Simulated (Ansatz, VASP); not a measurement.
Given: the input of a run of Ansatz 0.2.0 on PbSe.

input.yaml

```yaml
crystal:
  lattice:
    - [3.7331762438, 0.0, 0.0]
    - [0.0, 3.7331762438, 0.0]
    - [0.0, 0.0, 3.7331762438]
  atoms:
    - { symbol: Pb, position: [0.0, 0.0, 0.0] }
    - { symbol: Se, position: [0.5, 0.5, 0.5] }
kpoints:
  mp_grid: { grid: [7, 7, 7] }
scf:
  occupations: { method: fermi_dirac, width: 0.05 }
hamiltonian:
  xc: pbesol
  pseudopotentials: { kind: all_electron, lapw: { basis_error: 0.001 } }
output:
  forces: true
  stress: true
  eigenvalues: true
```

Potentials or basis: all-electron LAPW, scalar-relativistic.

Command:

```bash
$ ansatz run input.yaml --threads 1 --pin off --max-ram 3072MiB --backend cpu --events-out ev --progress --plain --runs-dir out
```

Task: Translate it to VASP 6.6.1. Potentials there: VASP PAW PBE potentials, release 64 (Pb_d, Se).

Result: As run (the cutoff follows the program's own potentials):

Contents of INCAR:

```
SYSTEM = PbSe
PREC = Accurate
ENCUT = 520
EDIFF = 1E-6
ISMEAR = -1
SIGMA = 0.05
LREAL = .FALSE.
LASPH = .TRUE.
NELM = 80
ALGO = Normal
ISIF = 2
LWAVE = .FALSE.
LCHARG = .TRUE.
GGA = PS
LELF = .TRUE.
LVHAR = .TRUE.
NBANDS = 17
```

The input KPOINTS:

```
Automatic mesh
0
G
  7 7 7
  0 0 0
```

Contents of POSCAR:

```
PbSe
1.0
    3.7331762438      0.0000000000      0.0000000000
    0.0000000000      3.7331762438      0.0000000000
    0.0000000000      0.0000000000      3.7331762438
Pb Se
1 1
Direct
    0.0000000000      0.0000000000      0.0000000000
    0.5000000000      0.5000000000      0.5000000000
```

Potentials or basis: VASP PAW PBE potentials, release 64 (Pb_d, Se).

Run with:

```console
$ cat potpaw_PBE.64/Pb_d/POTCAR potpaw_PBE.64/Se/POTCAR > POTCAR
$ mpirun -np 1 vasp_std > vasp.out
```

Both were run:

|  | VASP | Ansatz | Ansatz less VASP |
| --- | --- | --- | --- |
| gap on the k mesh at the Fermi level (eV) | none | none | - |
| pressure (GPa) | -1.3 | -1.3 | 0.00 |

A gap of «none» marks a metal or a gap that the smearing closes. Ansatz ran all-electron here, so the differences hold the error of VASP's frozen core and of both bases.

Caveats: the PAW data sets were made with another functional, which shifts forces and pressure a little (VASP). Spin-orbit coupling is left out, which matters for the levels of Pb.
